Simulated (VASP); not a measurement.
Wanted: the native input for a VASP 6.6.1 run.

| Property | Result |
| --- | --- |
| Task | relaxation of cell and atoms |
| Functional | PBE |
| Potentials or basis | VASP PAW PBE potentials, release 64 (S) |
| Cutoff | 520 eV |
| k mesh | 22 × 22 × 22 |
| Occupations | gaussian, width 0.1 eV |
| Spin | no spin polarisation |
| Further INCAR settings | ALGO = Normal; EDIFF = 1e-07; IBRION = 2; POTIM = 0.3; EDIFFG = -0.005; NSW = 60; ISIF = 3 |

The structure of S lies in POSCAR:

```
S                                       
1.0
    1.8755046274      1.0828231082      1.3812356239
   -1.8755046274      1.0828231082      1.3812356239
   -0.0000000000     -2.1656461985      1.3812356159
  S             
     1
Direct
     0.0000000000000000    0.0000000000000000    0.0000000000000000
```

This isn't the form of S at room conditions, which is orthorhombic, of S8 rings.

These files were run (other wordings do the same):

INCAR

```
PREC     = Accurate       # precision mode
ENCUT    = 520            # plane-wave cutoff, eV
EDIFF    = 1E-7           # SCF threshold, eV
ISMEAR   = 0              # smearing method
SIGMA    = 0.1            # smearing width, eV
LREAL    = F              # projectors in reciprocal space
LASPH    = T              # aspherical terms in the spheres
NELM     = 120            # most SCF steps
ALGO     = Normal         # electronic algorithm
ISIF     = 3              # what is computed and relaxed
LWAVE    = F              # write WAVECAR
LCHARG   = F              # write CHGCAR
GGA      = PE             # functional
IBRION   = 2              # ionic algorithm
NSW      = 60             # ionic steps
EDIFFG   = -0.005         # ionic threshold
POTIM    = 0.3            # step
```

KPOINTS

```
Automatic mesh
0
Gamma
  22 22 22
```

Potentials or basis: VASP PAW PBE potentials, release 64 (S).

Launch:

```console
$ cat potpaw_PBE.64/S/POTCAR > POTCAR
$ mpirun -np 1 vasp_std > vasp.out
```

Results of the run:

```
Relaxed volume                         : 17.17 Å³/atom
Relaxed cell                           : a = 2.580 Å, b = 2.580 Å, c = 2.580 Å, α = 90.05°, β = 90.05°, γ = 90.05°
Space group after relaxing (to 0.05 Å) : Pm-3m (No. 221)
Energy gained by relaxing              : 11.8 meV/atom
Ionic steps                            : 11
Pressure after relaxing                : 0.0 GPa
Band gap on the k mesh                 : none (metal or under the smearing width)
```

Wall time 2.9 min on 1 thread of Intel(R) Xeon(R) 6975P-C (Granite Rapids) (shared host), peak memory 0.2 GiB.
